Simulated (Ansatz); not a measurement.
# TiTe2: properties of a relaxed candidate

This session takes a relaxed cell of TiTe2 and sets out to see whether it has a gap, which orbitals make up the states near it and how charge is shared.

Method: DFT PBE, scalar-relativistic, plane waves, PAW, in Ansatz 0.2.0.

1 further run of the same task is left out (set aside as unsound or not needed).

### Step 1. Starting point

Symmetry: P-6m2, No. 187, hexagonal system. The conventional cell has a = 4.972 Å, b = 4.972 Å, c = 9.364 Å, α = 90.00°, β = 90.00°, γ = 120.00°. Around Ti (site symmetry 3m) lie 1 Ti at 2.41 Å and 3 Te at 2.91 Å. Te (site symmetry -6m2) has 5 Te at 2.87 to 3.03 Å as nearest neighbours. Around Te (site symmetry 3m) lie 3 Ti at 2.91 Å and 2 Te at 3.03 to 3.31 Å. Around Te (site symmetry -6m2) lie 3 Te at 2.87 Å.

Structure file:

```xyz
6
Lattice="4.9719 0.0000 0.0000 -2.4859 4.3058 0.0000 0.0000 0.0000 9.3644" Properties=species:S:1:pos:R:3 pbc="T T T"
Ti    0.0000    0.0000    3.4787
Ti    0.0000    0.0000    5.8857
Te    2.4859    1.4353    0.0000
Te    2.4859    1.4353    3.0265
Te    2.4859    1.4353    6.3378
Te    0.0000    0.0000    0.0000
```

The cell was relaxed beforehand at this level, from a generated guess; it needn't be the stable form of this composition. At a tolerance of 0.05 Å it has space group P-6m2 (No. 187); it has 33.41 Å³/atom, an uncorrected energy of +0.25 eV/atom over the elements.

### Step 2. Electronic structure at the relaxed geometry

Contents of input.yaml:

```yaml
crystal:
  lattice:
    - [4.9718832689, 0.0, 0.0]
    - [-2.4859416345, 4.3057772155, 0.0]
    - [0.0, 0.0, 9.3643702407]
  atoms:
    - { symbol: Ti, position: [0.0, 0.0, 0.3714826117], spin: 0.9 }
    - { symbol: Ti, position: [0.0, 0.0, 0.6285173883], spin: 0.9 }
    - { symbol: Te, position: [0.6666666667, 0.3333333333, 0.0] }
    - { symbol: Te, position: [0.6666666667, 0.3333333333, 0.3231979546] }
    - { symbol: Te, position: [0.6666666667, 0.3333333333, 0.6768020454] }
    - { symbol: Te, position: [0.0, 0.0, 0.0] }
basis:
  ecutwfc: 420
kpoints:
  mp_grid: { grid: [12, 12, 4] }
  band_path:
    path:
      - [[0.0, 0.0, 0.0], [0.5, 0.0, 0.0], [0.33333333, 0.33333333, 0.0], [0.0, 0.0, 0.0], [0.0, 0.0, 0.5], [0.5, 0.0, 0.5], [0.33333333, 0.33333333, 0.5], [0.0, 0.0, 0.5]]
      - [[0.5, 0.0, 0.5], [0.5, 0.0, 0.0]]
      - [[0.33333333, 0.33333333, 0.5], [0.33333333, 0.33333333, 0.0]]
    npoints: 14
hamiltonian:
  xc: pbe
scf:
  occupations: { method: gaussian, width: 0.1 }
  n_extra_bands: 15
output:
  forces: true
  stress: true
  eigenvalues: true
  populations: true
  dos: { projected: true, de: 0.02, nscf_kmesh: { grid: [15, 15, 5] } }
  bader: true
  write_density: true
  write_potential: true
  elf: true
  volumetric_format: npy
magnetization:
  spin_polarized: true
checkpoint:
  read: start.run
  write: ck
  compress: false
  write_wavefunctions: false
  write_every: 100000
```

Command:

```
ansatz run input.yaml --threads 1 --pin off --max-ram 2560MiB --backend cpu --events-out ev --progress --plain --runs-dir out
```

What does the calculation give? Wanted: gap; states at the Fermi level; Bader charges.

As calculated:

| quantity | value |
| --- | --- |
| gap | none (metal) |
| states at the Fermi level | 5.92 per eV per cell |
| Bader charges | Ti +0.92, Te -0.82 to +0.07 e |

What this shows: Bands cross the Fermi level: a metal at this level of theory. Of the projected weight within 0.25 eV of the Fermi level, the largest part is Ti 3d (66 %) and Te 5p (31 %). Charge transfer between the atoms is moderate (Bader charges up to 0.9 e). Spin-orbit coupling is left out, which matters for the bands of Te. Other magnetic orders were not searched.
